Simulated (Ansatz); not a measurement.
# Equation of state of AlAs

```xyz
2
Lattice="0.0000 2.8304 2.8304 2.8304 0.0000 2.8304 2.8304 2.8304 0.0000" Properties=species:S:1:pos:R:3 pbc="T T T"
Al    0.0000    0.0000    0.0000
As    4.2456    4.2456    4.2456
```

The cell is COD entry 1540257, as deposited and not checked against the literature; nothing was relaxed.

All numbers are computed: DFT, PBE, all-electron LAPW, scalar-relativistic (Ansatz 0.2.0); DFT, PBE, PAW with Ansatz's default frozen-core files, scalar-relativistic (Ansatz 0.2.0).

For LAPW: a Γ-centred 10×10×10 k mesh, Fermi–Dirac smearing of 0.05 eV, basis error target 0.5 meV/atom, no spin polarisation. PAW takes a cutoff of 420 eV at this cell. The Ansatz runs share mesh, smearing and spin set-up. Plane-wave (PAW) pressures include the program's estimate of the Pulay term.

The cell above is scaled evenly, with fractional coordinates and shape held.

| V/V(cell) | V (Å³/atom) | P, LAPW (GPa) | P, PAW (GPa) | gap on the k mesh, LAPW (eV) |
| --- | --- | --- | --- | --- |
| 0.9400 | 21.314 | 8.03 | 8.07 | 1.33 |
| 0.9405 | 21.326 | 7.98 | 8.02 | 1.33 |
| 0.9600 | 21.768 | 6.02 | 6.05 | 1.37 |
| 0.9800 | 22.221 | 4.21 | 4.23 | 1.41 |
| 0.9900 | 22.448 | 3.37 | 3.39 | 1.43 |
| 1.0000 | 22.675 | 2.57 | 2.59 | 1.44 |
| 1.0100 | 22.902 | 1.81 | 1.83 | 1.46 |
| 1.0200 | 23.128 | 1.09 | 1.10 | 1.48 |
| 1.0400 | 23.582 | -0.25 | -0.24 | 1.51 |
| 1.0600 | 24.035 | -1.45 | -1.45 | 1.54 |

Problem. What do Birch–Murnaghan fits to the pressures give?

Solution. LAPW: V0 = 23.49 Å³/atom, B0 = 67 GPa, B0′ = 4.2; PAW: V0 = 23.50 Å³/atom, B0 = 67 GPa, B0′ = 4.2.

PAW's V0 lies 0.02 % from the all-electron value and its B0 0.2 %. Symmetry fixes shape and coordinates here, so this is the relaxed modulus.
